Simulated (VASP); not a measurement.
# InPd (Fm-3m) in VASP: notebook, part 2 of 2

VASP 6.6.1.

**4. Relaxation of cell and atoms, LDA**

INCAR

```
PREC = Accurate ; ENCUT = 600
EDIFF = 1E-7 ; ISMEAR = -1
SIGMA = 0.05 ; LREAL = F
LASPH = T ; NELM = 80
ALGO = Fast ; ISIF = 3
LWAVE = F ; LCHARG = F
IBRION = 2 ; NSW = 60
EDIFFG = -0.005
```

KPOINTS

```
Automatic mesh
0
Gamma
  8 8 8
```

POSCAR

```
InPd
1.0
    0.0000000000      2.7460700000      2.7460700000
    2.7460700000      0.0000000000      2.7460700000
    2.7460700000      2.7460700000      0.0000000000
In Pd
1 1
Direct
    0.0000000000      0.0000000000      0.0000000000
    0.5000000000      0.5000000000      0.5000000000
```

Potentials or basis: VASP PAW LDA potentials, release 64 (In_d, Pd).

Launch:

```console
cat potpaw_LDA.64/In_d/POTCAR potpaw_LDA.64/Pd/POTCAR > POTCAR
mpirun -np 1 vasp_std > vasp.out
```

OUTCAR:

```text
PREC = Accurate
   ENCUT = 600
   EDIFF = 1E-7
   ISMEAR = -1
   LREAL = F
   LASPH = T
   NELM = 80
   ISIF = 3
   IBRION = 2
   NSW = 60
   EDIFFG = -0.005

 ion  position               nearest neighbor table
   1  0.000  0.000  0.000-   2 2.75   2 2.75   2 2.75   2 2.75   2 2.75   2 2.75
   2  0.500  0.500  0.500-   1 2.75   1 2.75   1 2.75   1 2.75   1 2.75   1 2.75

  LATTYP: Found a face centered cubic cell.
 ALAT       =     5.4921400000

  Lattice vectors:

 A1 = (   0.0000000000,   2.7460700000,   2.7460700000)
 A2 = (   2.7460700000,   0.0000000000,   2.7460700000)
 A3 = (   2.7460700000,   2.7460700000,   0.0000000000)

Analysis of symmetry for initial positions (statically):
=====================================================================
 Subroutine PRICEL returns:
 Original cell was already a primitive cell.

 Routine SETGRP: Setting up the symmetry group for a
 face centered cubic supercell.

 Subroutine GETGRP returns: Found 48 space group operations
 (whereof 48 operations were pure point group operations)
 out of a pool of 48 trial point group operations.

The static configuration has the point symmetry O_h .

Analysis of symmetry for dynamics (positions and initial velocities):
=====================================================================
 Subroutine PRICEL returns:
 Original cell was already a primitive cell.

 Routine SETGRP: Setting up the symmetry group for a
 face centered cubic supercell.

 Subroutine GETGRP returns: Found 48 space group operations
 (whereof 48 operations were pure point group operations)
 out of a pool of 48 trial point group operations.

The dynamic configuration has the point symmetry O_h .

 Subroutine INISYM returns: Found 48 space group operations
 (whereof 48 operations are pure point group operations),
 and found     1 'primitive' translations

----------------------------------------------------------------------------------------

                                     Primitive cell

  volume of cell :      41.4157

  direct lattice vectors                    reciprocal lattice vectors
     0.000000000  2.746070000  2.746070000    -0.182078388  0.182078388  0.182078388
     2.746070000  0.000000000  2.746070000     0.182078388 -0.182078388  0.182078388
     2.746070000  2.746070000  0.000000000     0.182078388  0.182078388 -0.182078388

  length of vectors
     3.883529437  3.883529437  3.883529437     0.315369020  0.315369020  0.315369020

  position of ions in fractional coordinates (direct lattice)
     0.000000000  0.000000000  0.000000000
     0.500000000  0.500000000  0.500000000

  ion indices of the primitive-cell ions
   primitive index   ion index
                 1           1
                 2           2

----------------------------------------------------------------------------------------

 KPOINTS: Automatic mesh

Automatic generation of k-mesh.
 Grid dimensions read from file:
 generate k-points for:    8    8    8

 Generating k-lattice:

  Cartesian coordinates                     Fractional coordinates (reciprocal lattice)
    -0.022759799  0.022759799  0.022759799     0.125000000  0.000000000  0.000000000
     0.022759799 -0.022759799  0.022759799     0.000000000  0.125000000  0.000000000
     0.022759799  0.022759799 -0.022759799     0.000000000  0.000000000  0.125000000

  Length of vectors
     0.039421127  0.039421127  0.039421127

[... 44 lines left out ...]
   PREC   = accura    normal or accurate (medium, high low for compatibility)
   ISTART =      0    job   : 0-new  1-cont  2-samecut
   ICHARG =      2    charge: 1-file 2-atom 10-const
   ISPIN  =      1    spin polarized calculation?
   LNONCOLLINEAR =      F non collinear calculations
   LSORBIT =      F    spin-orbit coupling
   LASPH  =      T    aspherical Exc in radial PAW
   ENCUT  =  600.0 eV  44.10 Ry    6.64 a.u.   7.76  7.76  7.76*2*pi/ulx,y,z
   NELM   =     80;   NELMIN=  2; NELMDL= -5     # of ELM steps
   EDIFF  = 0.1E-06   stopping-criterion for ELM
   LREAL  =      F    real-space projection
   EDIFFG = -.5E-02   stopping-criterion for IOM
   NSW    =     60    number of steps for IOM
   IBRION =      2    ionic relax: 0-MD 1-quasi-New 2-CG
   NFREE  =      1    steps in history (QN), initial steepest desc. (CG)
   ISIF   =      3    stress and relaxation
   ISYM   =      2    0-nonsym 1-usesym 2-fastsym
   POTIM  = 0.5000    time-step for ionic-motion
   TEBEG  =    0.0;   TEEND  =   0.0 temperature during run
   PSTRESS=    0.0 pullay stress
   NELECT =      23.0000    total number of electrons
   NUPDOWN=      -1.0000    fix difference up-down
   EMIN   =  10.00;   EMAX   =-10.00  energy-range for DOS
   EFERMI =   0.00;   METHOD = LEGACY
   ISMEAR =    -1;   SIGMA  =   0.05  broadening in eV -4-tet -1-fermi 0-gaus
   EFERMI_NEDOS =   21; number of points for ismear=-14 and -15
   IALGO  =     68    algorithm
   IMIX   =      4    mixing-type and parameters
     AMIX     =   0.40;   BMIX     =  1.00
     AMIX_MAG =   1.60;   BMIX_MAG =  1.00
  volume/ion in A,a.u.               =      20.71       139.74
  Fermi-wavevector in a.u.,A,eV,Ry     =   1.345641  2.542893 24.636741  1.810749
  Thomas-Fermi vector in A             =   2.473537
   LORBIT       =      0    0 simple, 1 ext, 2 COOP (PROOUT), +10 PAW based schemes
   GGA     = CA    functional components
   LHFCALC =     F    Hartree Fock is set to
   AEXX    =    0.0000 exact exchange contribution
   IVDW    =     0    specifies the selected vdW correction
   LEPSILON=     F    determine dielectric tensor
   LRPA    =     F    only Hartree local field effects (RPA)
 conjugate gradient relaxation of ions
 non-spin polarized calculation
 RMM-DIIS sequential band-by-band and
  energy-cutoff  :      600.00
  volume of cell :       41.42
 maximum number of plane-waves:      1411
   NGX = 15   NGY = 15   NGZ = 15

--------------------------------------- Ionic step        1  -------------------------------------------

 number of electron      22.9999996 magnetization

 Free energy of the ion-electron system (eV)
  ---------------------------------------------------
  ext. energy  EPLUGINS =         0.00000000
  ---------------------------------------------------
  free energy    TOTEN  =       -10.16208071 eV

  energy without entropy =      -10.15211233  energy(sigma->0) =      -10.15709652

------------------------ aborting loop because EDIFF is reached ----------------------------------------

  FORCE on cell =-STRESS in cart. coord.  units (eV):
  Direction    XX          YY          ZZ          XY          YZ          ZX
  --------------------------------------------------------------------------------------
  -------------------------------------------------------------------------------------
  Total       -2.0362066     -2.0362066     -2.0362066     -0.0000000     -0.0000000      0.0000000
  in kB      -78.7712295    -78.7712295    -78.7712295     -0.0000000     -0.0000000      0.0000000
  external PRESSURE =     -78.7712295 kB  Pullay stress =       0.0000000 kB
[... 23 lines left out ...]
--------------------------------------- Ionic step        2  -------------------------------------------

 number of electron      22.9999997 magnetization

 E-fermi :  10.1511     XC(G=0): -12.3381

 val. band max:        9.9984269082   @ k =   0.5000   0.2500   0.1250
 cond. band min:      10.2126023482   @ k =  -0.2500   0.3750   0.1250
 fundamental gap:      0.2141754400
 Fermi energy:        10.1510937457

 k-point     1 :       0.0000    0.0000    0.0000
  band No.  band energies     occupation
      1      -4.8043      2.00000
      2      -4.8043      2.00000
      3      -4.6343      2.00000
      4      -4.6343      2.00000
      5      -4.6343      2.00000
      6       0.0844      2.00000
      7       6.6998      2.00000
      8       6.6998      2.00000
      9       6.6998      2.00000
     10       7.0962      2.00000
     11       7.0962      2.00000
     12      15.9691      0.00000
     13      15.9691      0.00000
     14      15.9691      0.00000
[... 558 lines left out ...]
--------------------------------------- Ionic step        6  -------------------------------------------

 number of electron      23.0000003 magnetization

 Free energy of the ion-electron system (eV)
  ---------------------------------------------------
  ext. energy  EPLUGINS =         0.00000000
  ---------------------------------------------------
  free energy    TOTEN  =       -10.25318443 eV

  energy without entropy =      -10.24465070  energy(sigma->0) =      -10.24891757

 E-fermi :   9.1112     XC(G=0): -11.9747

 val. band max:        8.9728304023   @ k =   0.5000   0.2500   0.1250
 cond. band min:       9.1418159591   @ k =   0.5000   0.5000   0.0000
 fundamental gap:      0.1689855567
 Fermi energy:         9.1111521794

 k-point     1 :       0.0000    0.0000    0.0000
  band No.  band energies     occupation
      1      -5.6129      2.00000
      2      -5.6129      2.00000
      3      -5.4751      2.00000
      4      -5.4751      2.00000
      5      -5.4751      2.00000
      6      -0.3928      2.00000
      7       5.9496      2.00000
      8       5.9496      2.00000
      9       5.9496      2.00000
     10       6.2597      2.00000
     11       6.2597      2.00000
     12      14.6852      0.00000
     13      14.6852      0.00000
     14      14.6852      0.00000
[... 444 lines left out ...]
  FREE ENERGIE OF THE ION-ELECTRON SYSTEM (eV)
  ---------------------------------------------------
  free  energy   TOTEN  =       -10.2531844319 eV

  energy  without entropy=      -10.2446507027  energy(sigma->0) =      -10.24891757

 reached required accuracy - stopping structural energy minimisation
```

Run time: 96 s. Hardware: 1 thread of AMD EPYC 9R45 (Zen 5), shared host; peak memory 0.15 GiB.

What came out:

| Quantity | Value |
| --- | --- |
| Free energy | -10.2532 eV |
| Relaxed volume | 19.01 Å³/atom |
| Relaxed cell | a = 3.775 Å, b = 3.775 Å, c = 3.775 Å, α = 60.00°, β = 60.00°, γ = 60.00° |
| Space group after relaxing (to 0.05 Å) | Fm-3m (No. 225) |
| Energy gained by relaxing | 45.6 meV/atom |
| Ionic steps | 6 |
| Pressure after relaxing | 0.0 GPa |
| Band gap on the k mesh | none (metal or under the smearing width) |

The path:
```
step  energy change (eV)  largest force (eV/Å)  pressure (GPa)  volume (Å³)
   1              0.0000                0.0000           -7.88        41.42
   2             -0.0279                0.0000            8.95        35.61
   3             -0.0911                0.0000           -0.07        38.05
   4             -0.0911                0.0000            0.18        37.99
   5             -0.0911                0.0000           -0.20        38.09
   6             -0.0911                0.0000            0.01        38.03
```

Final structure:
```
CELL_PARAMETERS angstrom
0.00000 2.66903 2.66903
2.66903 0.00000 2.66903
2.66903 2.66903 0.00000
ATOMIC_POSITIONS crystal
In 0.00000 0.00000 0.00000
Pd 0.50000 0.50000 0.50000
```

**5. Relaxation of cell and atoms, PBE**

Edit INCAR of step 4 so:

```diff
@@ -6,3 +6,3 @@
 LWAVE = F ; LCHARG = F
-IBRION = 2 ; NSW = 60
-EDIFFG = -0.005
+GGA = PE ; IBRION = 2
+NSW = 60 ; EDIFFG = -0.005
```

KPOINTS is that of step 4.

POSCAR is that of step 4.

Potentials or basis: VASP PAW PBE potentials, release 64 (In_d, Pd).

Launch:

```console
cat potpaw_PBE.64/In_d/POTCAR potpaw_PBE.64/Pd/POTCAR > POTCAR
mpirun -np 1 vasp_std > vasp.out
```

It took 60 s on 1 thread of AMD EPYC 9R45 (Zen 5), shared host; peak memory 0.16 GiB.

The run converged. Its results:

```
Free energy                            : -8.2944 eV
Relaxed volume                         : 20.76 Å³/atom
Relaxed cell                           : a = 3.887 Å, b = 3.887 Å, c = 3.887 Å, α = 60.00°, β = 60.00°, γ = 60.00°
Space group after relaxing (to 0.05 Å) : Fm-3m (No. 225)
Energy gained by relaxing              : 0.0 meV/atom
Ionic steps                            : 5
Pressure after relaxing                : 0.0 GPa
Band gap on the k mesh                 : none (metal or under the smearing width)
```

Final structure:
```yaml
crystal:
  lattice:
    - [0.00000, 2.74852, 2.74852]
    - [2.74852, 0.00000, 2.74852]
    - [2.74852, 2.74852, 0.00000]
  atoms:
    - { symbol: In, position: [0.00000, 0.00000, 0.00000] }
    - { symbol: Pd, position: [0.50000, 0.50000, 0.50000] }
```

Levels at points of the mesh, in eV from the Fermi level:
```csv
k point,band 8,band 9,band 10,band 11,band 12,band 13,band 14,band 15
"(0.00, 0.00, 0.00)",-2.83,-2.83,-2.59,-2.59,5.38,5.38,5.38,8.77
"(0.50, 0.00, 0.00)",-3.57,-3.57,-2.45,-2.45,-1.38,7.26,7.26,7.30
"(0.50, 0.50, 0.00)",-2.53,-2.38,-2.24,-2.24,-0.05,1.47,1.47,4.60
```

**6. The reference run**

An earlier run on the cell as given: functional PBE; potentials or basis VASP PAW PBE potentials, release 64 (In_d, Pd); cutoff 520 eV; k mesh 8 × 8 × 8; occupations fermi-dirac, width 0.05 eV; no spin polarisation.

* Pressure: 0.2 GPa
* Band gap on the k mesh: none (metal or under the smearing width)

**7. Summary**

| task | level | potentials or basis | spin | cell | k mesh | cutoff (eV) | gap on the mesh (eV) | pressure (GPa) | relaxed volume (Å³/atom) |
| --- | --- | --- | --- | --- | --- | --- | --- | --- | --- |
| relaxation of cell and atoms | PBE | VASP PAW PBE potentials, release 64 (In_d, Pd) | off | relaxed | 6 × 6 × 6 | 600 | none | 0.0 | 20.75 |
| relaxation of cell and atoms | PBE | VASP PAW PBE potentials, release 64 (In_d, Pd) | SOC, no magnetisation | relaxed | 6 × 6 × 6 | 600 | - | -0.1 | 20.76 |
| relaxation of cell and atoms | LDA | VASP PAW LDA potentials, release 64 (In_d, Pd) | off | relaxed | 8 × 8 × 8 | 600 | none | 0.0 | 19.01 |
| relaxation of cell and atoms | PBE | VASP PAW PBE potentials, release 64 (In_d, Pd) | off | relaxed | 8 × 8 × 8 | 600 | none | 0.0 | 20.76 |
| single point | PBE | VASP PAW PBE potentials, release 64 (In_d, Pd) | off | as given | 8 × 8 × 8 | 520 | none | 0.2 | - |

Alike in all rows: smearing fermi-dirac 0.05 eV.

Absolute energies hang on the potentials; compare differences alone.
